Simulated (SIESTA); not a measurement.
# KTaO3 (Pm-3m) in SIESTA: further runs, part 2 of 2

SIESTA 5.4.2. The steps go on from the part before.

**6. Single point, LDA, 12.69 Å³/atom**

File KTaO3.fdf:

```
SystemName                      KTaO3
SystemLabel                     KTaO3
NumberOfSpecies                 3
NumberOfAtoms                   5
%block ChemicalSpeciesLabel
  1  73 Ta
  2  19 K
  3   8 O
%endblock ChemicalSpeciesLabel

LatticeConstant                 1.0 Ang
%block LatticeVectors
     3.9883000000     0.0000000000     0.0000000000
     0.0000000000     3.9883000000     0.0000000000
     0.0000000000     0.0000000000     3.9883000000
%endblock LatticeVectors
AtomicCoordinatesFormat         Fractional
%block AtomicCoordinatesAndAtomicSpecies
     0.0000000000     0.0000000000     0.0000000000  1  Ta
     0.5000000000     0.5000000000     0.5000000000  2  K
     0.0000000000     0.0000000000     0.5000000000  3  O
     0.0000000000     0.5000000000     0.0000000000  3  O
     0.5000000000     0.0000000000     0.0000000000  3  O
%endblock AtomicCoordinatesAndAtomicSpecies

%block kgrid.MonkhorstPack
    5   0   0  0.0
    0   5   0  0.0
    0   0   5  0.0
%endblock kgrid.MonkhorstPack
XC.Functional                   LDA
XC.Authors                      PW92
PAO.BasisSize                   DZP
PAO.EnergyShift                 0.003 Ry
Mesh.Cutoff                     800 Ry
OccupationFunction              FD
ElectronicTemperature           0.05 eV
MaxSCFIterations                120
SCF.MustConverge                false
SCF.Mixer.Method                Pulay
SCF.Mixer.Weight                0.25
SCF.Mixer.History               8
SCF.DM.Tolerance                5.0e-05
SCF.H.Tolerance                 1.0e-03 eV
WriteForces                     true
Charge.Mulliken                 end
%block PAO.Basis
  Ta 5
  n=5 0 2
    3.138 0.000
  n=6 0 2
    7.656 0.000
  n=5 1 2
    3.782 0.000
  n=6 1 1
    7.656
  n=5 2 2
    7.124 0.000
  K 5
  n=3 0 2
    3.905 0.000
  n=4 0 2
    9.500 0.000
  n=3 1 2
    4.631 0.000
  n=4 1 1
    9.500
  n=3 2 1
    7.000
%endblock PAO.Basis
```

Potentials or basis: PseudoDojo 0.4 standard (LDA files), DZP (energy shift 0.003 Ry; two zetas on semicore shells; d shell added on K).

Started as:

```
$ siesta < KTaO3.fdf > KTaO3.out 2>&1
```

Run time: 4.5 min. Hardware: 1 thread of Intel Xeon at 2.50GHz (Skylake/Cascade Lake), shared host; peak memory 0.53 GiB.

The run converged. Its results:

```yaml
Free_energy: -3940.8883 eV
Pressure: -3.8 GPa
Band_gap_on_the_k_mesh: 1.94 eV, indirect (least direct gap 2.41 eV)
```

Caveat: short orbitals over semicore shells can move pressures by several GPa; spin-orbit coupling is left out, which moves the levels of the heavy elements; an odd mesh through Γ misses points on the zone boundary, where band edges often lie; the basis of atomic orbitals isn't converged, which shifts pressures, moduli and gaps.

**7. Single point, LDA, 12.94 Å³/atom**

Changes to KTaO3.fdf since step 6:

```diff
@@ -12,5 +12,5 @@
 %block LatticeVectors
-     3.9883000000     0.0000000000     0.0000000000
-     0.0000000000     3.9883000000     0.0000000000
-     0.0000000000     0.0000000000     3.9883000000
+     4.0147133525     0.0000000000     0.0000000000
+     0.0000000000     4.0147133525     0.0000000000
+     0.0000000000     0.0000000000     4.0147133525
 %endblock LatticeVectors
```

Started as:

```
$ siesta KTaO3.fdf > KTaO3.out 2>&1
```

Wall time 4.5 min (1 thread of Intel Xeon at 2.50GHz (Skylake/Cascade Lake), shared host); peak memory 0.52 GiB.

The run converged. Its results:

```
Free energy            : -3940.8434 eV
Pressure               : -7.5 GPa
Band gap on the k mesh : 1.90 eV, indirect (least direct gap 2.39 eV)
```

Caveat: short orbitals over semicore shells can move pressures by several GPa; spin-orbit coupling is left out, which moves the levels of the heavy elements; an odd mesh through Γ misses points on the zone boundary, where band edges often lie; the basis of atomic orbitals isn't converged, which shifts pressures, moduli and gaps.

**8. Single point, LDA, 13.20 Å³/atom**

Changes to KTaO3.fdf since step 7:

```diff
@@ -12,5 +12,5 @@
 %block LatticeVectors
-     4.0147133525     0.0000000000     0.0000000000
-     0.0000000000     4.0147133525     0.0000000000
-     0.0000000000     0.0000000000     4.0147133525
+     4.0407836503     0.0000000000     0.0000000000
+     0.0000000000     4.0407836503     0.0000000000
+     0.0000000000     0.0000000000     4.0407836503
 %endblock LatticeVectors
```

Started as:

```
$ siesta < KTaO3.fdf > KTaO3.out 2>&1
```

Wall time 4.6 min (1 thread of Intel Xeon at 2.50GHz (Skylake/Cascade Lake), shared host); peak memory 0.52 GiB.

Results (log left out):

* Free energy: -3940.7705 eV
* Pressure: -10.8 GPa
* Band gap on the k mesh: 1.86 eV, indirect (least direct gap 2.37 eV)

Caveat: short orbitals over semicore shells can move pressures by several GPa; spin-orbit coupling is left out, which moves the levels of the heavy elements; an odd mesh through Γ misses points on the zone boundary, where band edges often lie; the basis of atomic orbitals isn't converged, which shifts pressures, moduli and gaps.

**9. Single point, LDA, 13.45 Å³/atom**

Changes to KTaO3.fdf since step 8:

```diff
@@ -12,5 +12,5 @@
 %block LatticeVectors
-     4.0407836503     0.0000000000     0.0000000000
-     0.0000000000     4.0407836503     0.0000000000
-     0.0000000000     0.0000000000     4.0407836503
+     4.0665218197     0.0000000000     0.0000000000
+     0.0000000000     4.0665218197     0.0000000000
+     0.0000000000     0.0000000000     4.0665218197
 %endblock LatticeVectors
```

Potentials or basis: PseudoDojo 0.4 standard (LDA files), DZP (energy shift 0.003 Ry; two zetas on semicore shells; d shell added on K).

Started as:

```
$ siesta KTaO3.fdf > KTaO3.out 2>&1
```

Run time: 4.8 min. Hardware: 1 thread of Intel Xeon at 2.50GHz (Skylake/Cascade Lake), shared host; peak memory 0.51 GiB.

Results (log left out):

| Property | Result |
| --- | --- |
| Free energy | -3940.6728 eV |
| Pressure | -13.8 GPa |
| Band gap on the k mesh | 1.83 eV, indirect (least direct gap 2.34 eV) |

Caveat: short orbitals over semicore shells can move pressures by several GPa; spin-orbit coupling is left out, which moves the levels of the heavy elements; an odd mesh through Γ misses points on the zone boundary, where band edges often lie; the basis of atomic orbitals isn't converged, which shifts pressures, moduli and gaps.

**10. Equation of state, LDA**

Potentials or basis: PseudoDojo 0.4 standard (LDA files), DZP (energy shift 0.003 Ry; two zetas on semicore shells; d shell added on K).

No new run: the results of the series are fitted here.

What came out:

* Equilibrium volume: 12.46 Å³/atom
* Bulk modulus: 213 GPa
* Pressure derivative of the bulk modulus: 4.4

Energy against volume, from the lowest point:
| volume (Å³/atom) | energy (meV/atom) |
| --- | --- |
| 11.927 | 16.11 |
| 12.180 | 4.22 |
| 12.434 | 0.00 |
| 12.688 | 2.81 |
| 12.942 | 11.77 |
| 13.196 | 26.36 |
| 13.449 | 45.89 |

Caveat: short orbitals over semicore shells can move pressures by several GPa; the basis of atomic orbitals isn't converged, which shifts pressures, moduli and gaps.

**11. Wannier functions, LDA**

Changes to KTaO3.fdf since step 9:

```diff
@@ -12,5 +12,5 @@
 %block LatticeVectors
-     4.0665218197     0.0000000000     0.0000000000
-     0.0000000000     4.0665218197     0.0000000000
-     0.0000000000     0.0000000000     4.0665218197
+     3.9883000000     0.0000000000     0.0000000000
+     0.0000000000     3.9883000000     0.0000000000
+     0.0000000000     0.0000000000     3.9883000000
 %endblock LatticeVectors
@@ -32,3 +32,3 @@
 XC.Authors                      PW92
-PAO.BasisSize                   DZP
+PAO.BasisSize                   SZP
 PAO.EnergyShift                 0.003 Ry
@@ -46,21 +46,14 @@
 Charge.Mulliken                 end
+Siesta2Wannier90.WriteMmn       true
+Siesta2Wannier90.WriteAmn       true
+Siesta2Wannier90.WriteEig       true
+Siesta2Wannier90.NumberOfBands  20
 %block PAO.Basis
-  Ta 5
-  n=5 0 2
-    3.138 0.000
-  n=6 0 2
-    7.656 0.000
-  n=5 1 2
-    3.782 0.000
-  n=6 1 1
-    7.656
-  n=5 2 2
-    7.124 0.000
   K 5
-  n=3 0 2
-    3.905 0.000
-  n=4 0 2
-    9.500 0.000
-  n=3 1 2
-    4.631 0.000
+  n=3 0 1
+    3.905
+  n=4 0 1
+    9.500
+  n=3 1 1
+    4.631
   n=4 1 1
```

File KTaO3.win:

```
num_wann = 20
num_bands = 20
num_iter = 2000
num_cg_steps = 50
precond = true
conv_tol = 1.0e-7
conv_window = 5
num_print_cycles = 50
guiding_centres = true

begin unit_cell_cart
ang
   3.9883000000     0.0000000000     0.0000000000
   0.0000000000     3.9883000000     0.0000000000
   0.0000000000     0.0000000000     3.9883000000
end unit_cell_cart

begin atoms_frac
Ta    0.0000000000     0.0000000000     0.0000000000
K     0.5000000000     0.5000000000     0.5000000000
O     0.0000000000     0.0000000000     0.5000000000
O     0.0000000000     0.5000000000     0.0000000000
O     0.5000000000     0.0000000000     0.0000000000
end atoms_frac

begin projections
K:s
K:p
Ta:s
Ta:p
O:s
O:p
end projections

mp_grid = 4 4 4
begin kpoints
   0.0000000000     0.0000000000     0.0000000000
   0.0000000000     0.0000000000     0.2500000000
   0.0000000000     0.0000000000     0.5000000000
   0.0000000000     0.0000000000     0.7500000000
   0.0000000000     0.2500000000     0.0000000000
   0.0000000000     0.2500000000     0.2500000000
   0.0000000000     0.2500000000     0.5000000000
   0.0000000000     0.2500000000     0.7500000000
   0.0000000000     0.5000000000     0.0000000000
   0.0000000000     0.5000000000     0.2500000000
   0.0000000000     0.5000000000     0.5000000000
   0.0000000000     0.5000000000     0.7500000000
   0.0000000000     0.7500000000     0.0000000000
   0.0000000000     0.7500000000     0.2500000000
   0.0000000000     0.7500000000     0.5000000000
   0.0000000000     0.7500000000     0.7500000000
   0.2500000000     0.0000000000     0.0000000000
   0.2500000000     0.0000000000     0.2500000000
   0.2500000000     0.0000000000     0.5000000000
   0.2500000000     0.0000000000     0.7500000000
   0.2500000000     0.2500000000     0.0000000000
   0.2500000000     0.2500000000     0.2500000000
   0.2500000000     0.2500000000     0.5000000000
   0.2500000000     0.2500000000     0.7500000000
   0.2500000000     0.5000000000     0.0000000000
   0.2500000000     0.5000000000     0.2500000000
   0.2500000000     0.5000000000     0.5000000000
   0.2500000000     0.5000000000     0.7500000000
   0.2500000000     0.7500000000     0.0000000000
   0.2500000000     0.7500000000     0.2500000000
   0.2500000000     0.7500000000     0.5000000000
   0.2500000000     0.7500000000     0.7500000000
   0.5000000000     0.0000000000     0.0000000000
   0.5000000000     0.0000000000     0.2500000000
   0.5000000000     0.0000000000     0.5000000000
   0.5000000000     0.0000000000     0.7500000000
   0.5000000000     0.2500000000     0.0000000000
   0.5000000000     0.2500000000     0.2500000000
   0.5000000000     0.2500000000     0.5000000000
   0.5000000000     0.2500000000     0.7500000000
   0.5000000000     0.5000000000     0.0000000000
   0.5000000000     0.5000000000     0.2500000000
   0.5000000000     0.5000000000     0.5000000000
   0.5000000000     0.5000000000     0.7500000000
   0.5000000000     0.7500000000     0.0000000000
   0.5000000000     0.7500000000     0.2500000000
   0.5000000000     0.7500000000     0.5000000000
   0.5000000000     0.7500000000     0.7500000000
   0.7500000000     0.0000000000     0.0000000000
   0.7500000000     0.0000000000     0.2500000000
   0.7500000000     0.0000000000     0.5000000000
   0.7500000000     0.0000000000     0.7500000000
   0.7500000000     0.2500000000     0.0000000000
   0.7500000000     0.2500000000     0.2500000000
   0.7500000000     0.2500000000     0.5000000000
   0.7500000000     0.2500000000     0.7500000000
   0.7500000000     0.5000000000     0.0000000000
   0.7500000000     0.5000000000     0.2500000000
   0.7500000000     0.5000000000     0.5000000000
   0.7500000000     0.5000000000     0.7500000000
   0.7500000000     0.7500000000     0.0000000000
   0.7500000000     0.7500000000     0.2500000000
   0.7500000000     0.7500000000     0.5000000000
   0.7500000000     0.7500000000     0.7500000000
end kpoints
```

Potentials or basis: PseudoDojo 0.4 standard (LDA files), SZP (energy shift 0.003 Ry; d shell added on K).

Started as:

```
$ wannier90.x -pp KTaO3
$ siesta < KTaO3.fdf > KTaO3.out 2>&1
$ wannier90.x KTaO3
```

KTaO3.out:

```text
Version         : 5.4.2

[... 6 lines left out ...]
 NOTE: Please see the manual for full details and compatibility measures.

reinit: Reading from standard input
reinit: Dumping input in INPUT_TMP.03721
************************** Dump of input data file ****************************
SystemName                      KTaO3
SystemLabel                     KTaO3
NumberOfSpecies                 3
NumberOfAtoms                   5
%block ChemicalSpeciesLabel
  1  73 Ta
  2  19 K
  3   8 O
%endblock ChemicalSpeciesLabel
LatticeConstant                 1.0 Ang
%block LatticeVectors
     3.9883000000     0.0000000000     0.0000000000
     0.0000000000     3.9883000000     0.0000000000
     0.0000000000     0.0000000000     3.9883000000
%endblock LatticeVectors
AtomicCoordinatesFormat         Fractional
%block AtomicCoordinatesAndAtomicSpecies
     0.0000000000     0.0000000000     0.0000000000  1  Ta
     0.5000000000     0.5000000000     0.5000000000  2  K
     0.0000000000     0.0000000000     0.5000000000  3  O
     0.0000000000     0.5000000000     0.0000000000  3  O
     0.5000000000     0.0000000000     0.0000000000  3  O
%endblock AtomicCoordinatesAndAtomicSpecies
%block kgrid.MonkhorstPack
    5   0   0  0.0
    0   5   0  0.0
    0   0   5  0.0
%endblock kgrid.MonkhorstPack
[... 950 lines left out ...]
number_bands_wannier: before excluding bands             =    20    0

Number of bands for wannierization after excluding bands:   20    0
Bands to be wannierized:
    1    2    3    4    5    6    7    8    9   10   11   12   13   14   15   16
   17   18   19   20

switch_local_projection: Populating the relevant matrices for
switch_local_projection: the post-processing interface with Wannier 90

compute_pw_matrix: Computing the matrix elements of a plane wave

mmn: Overlap matrices between periodic part of wavefunctions
mmn: written in KTaO3.mmn file
Registered Wannier projectors for manifold 1:
   102 trial_orbital: center =    3.768   3.768   3.768 Bohr
 zaxis  =    0.000   0.000   1.000
 xaxis  =    1.000   0.000   0.000
 yaxis  =    0.000   1.000   0.000
 zovera =    1.890 Bohr**-1
 r      =     1
 mr     =     1
 l      =     0
 rcut   =    3.669 Bohr
 lmax   =     0
 basis? =     F
 orbital=     0
 gindex =     0
   103 trial_orbital: center =    3.768   3.768   3.768 Bohr
 zaxis  =    0.000   0.000   1.000
 xaxis  =    1.000   0.000   0.000
 yaxis  =    0.000   1.000   0.000
[... 229 lines left out ...]
 gindex =     0
   121 trial_orbital: center =    3.768   0.000   0.000 Bohr
 zaxis  =    0.000   0.000   1.000
 xaxis  =    1.000   0.000   0.000
 yaxis  =    0.000   1.000   0.000
 zovera =    1.890 Bohr**-1
 r      =     1
 mr     =     3
 l      =     1
 rcut   =    3.669 Bohr
 lmax   =     1
 basis? =     F
 orbital=     0
 gindex =     0

amn: Overlap matrices between trial projection functions and wavefunctions
amn: written in KTaO3.amn file

eig: Eigenvalues of the Hamiltonian
eig: written in KTaO3.eigW file

siesta2wannier90: All the information dumped in the corresponding files
siesta2wannier90: End of the interface between Siesta and Wannier90

Job completed
```

KTaO3.wout:

```text
---
                                    SYSTEM
                                    ------

                              Lattice Vectors (Ang)
                    a_1     3.988300   0.000000   0.000000
[... 294 lines left out ...]
  WF centre and spread    6  (  0.172827,  0.172827, -0.173089 )     0.41463444
[... 12 lines left out ...]
  WF centre and spread   19  (  2.350722, -0.114304, -0.114304 )     0.77102706
  WF centre and spread   20  (  1.976479,  0.301570, -0.038676 )     0.98411305
  Sum of centres and spreads ( 15.965400, 15.965400, 15.965400 )    14.37561346

         Spreads (Ang^2)       Omega I      =    11.782232974
        ================       Omega D      =     0.000024783
                               Omega OD     =     2.593355707
    Final Spread (Ang^2)       Omega Total  =    14.375613464
 ------------------------------------------------------------------------------

 Writing checkpoint file KTaO3.chk... done
```

It took 1.8 min on 1 thread of Arm Neoverse V1, shared host; peak memory 0.5 GiB.

Results:

```yaml
Free_energy: -3939.8448 eV
Pressure: -2.9 GPa
Band_gap_on_the_k_mesh: 1.60 eV, indirect (least direct gap 2.03 eV)
Total_Wannier_spread: 14.38 Å² over 20 functions
```

Wannier centres (Å) and spreads (Å²):
| function | x | y | z | spread |
| --- | --- | --- | --- | --- |
| 1 | 1.788 | 1.788 | 1.788 | 0.525 |
| 2 | 1.927 | 1.927 | 2.338 | 0.526 |
| 3 | 2.338 | 1.927 | 1.927 | 0.526 |
| 4 | 1.927 | 2.338 | 1.927 | 0.526 |
| 5 | -0.173 | -0.173 | -0.173 | 0.413 |
| 6 | 0.173 | 0.173 | -0.173 | 0.415 |
| 7 | -0.173 | 0.173 | 0.173 | 0.415 |
| 8 | 0.173 | -0.173 | 0.173 | 0.415 |
| 9 | -0.143 | -0.143 | 1.672 | 0.799 |
| 10 | -0.143 | 1.672 | -0.143 | 0.799 |
| 11 | 1.672 | -0.143 | -0.143 | 0.799 |
| 12 | -0.114 | -0.114 | 2.351 | 0.771 |
| 13 | 0.302 | -0.039 | 1.976 | 0.984 |
| 14 | -0.039 | 0.302 | 1.976 | 0.984 |
| 15 | -0.039 | 1.976 | 0.302 | 0.984 |
| 16 | 0.302 | 1.976 | -0.039 | 0.984 |
| 17 | -0.114 | 2.351 | -0.114 | 0.771 |
| 18 | 1.976 | -0.039 | 0.302 | 0.984 |
| 19 | 2.351 | -0.114 | -0.114 | 0.771 |
| 20 | 1.976 | 0.302 | -0.039 | 0.984 |

Caveat: short orbitals over semicore shells can move pressures by several GPa; spin-orbit coupling is left out, which moves the levels of the heavy elements; an odd mesh through Γ misses points on the zone boundary, where band edges often lie; the basis of atomic orbitals isn't converged, which shifts pressures, moduli and gaps.

**12. Summary**

| task | potentials or basis | k mesh | wannier functions | bands left out below | wannier mesh | gap on the mesh (eV) | pressure (GPa) |
| --- | --- | --- | --- | --- | --- | --- | --- |
| band structure | PseudoDojo 0.4 standard (LDA files), DZP (energy shift 0.003 Ry; two zetas on semicore shells; d shell added on K) | 7 × 7 × 7 | - | - | - | 1.89 | -3.8 |
| equation of state | PseudoDojo 0.4 standard (LDA files), DZP (energy shift 0.003 Ry; two zetas on semicore shells; d shell added on K) | 5 × 5 × 5 | - | - | - | - | - |
| Wannier functions | PseudoDojo 0.4 standard (LDA files), SZP (energy shift 0.003 Ry; d shell added on K) | 5 × 5 × 5 | 20 | 0 | 4 × 4 × 4 | 1.60 | -2.9 |

Alike in all rows: level LDA; no spin polarisation; cell as given; smearing fermi-dirac 0.05 eV; grid cutoff 800 Ry; energy shift 0.003 Ry.

Caveats: short orbitals over semicore shells can move pressures by several GPa; the basis of atomic orbitals isn't converged, which shifts pressures, moduli and gaps; spin-orbit coupling is left out, which moves the levels of the heavy elements (some runs); an odd mesh through Γ misses points on the zone boundary, where band edges often lie (some runs).

Absolute energies hang on the potentials; compare differences alone.
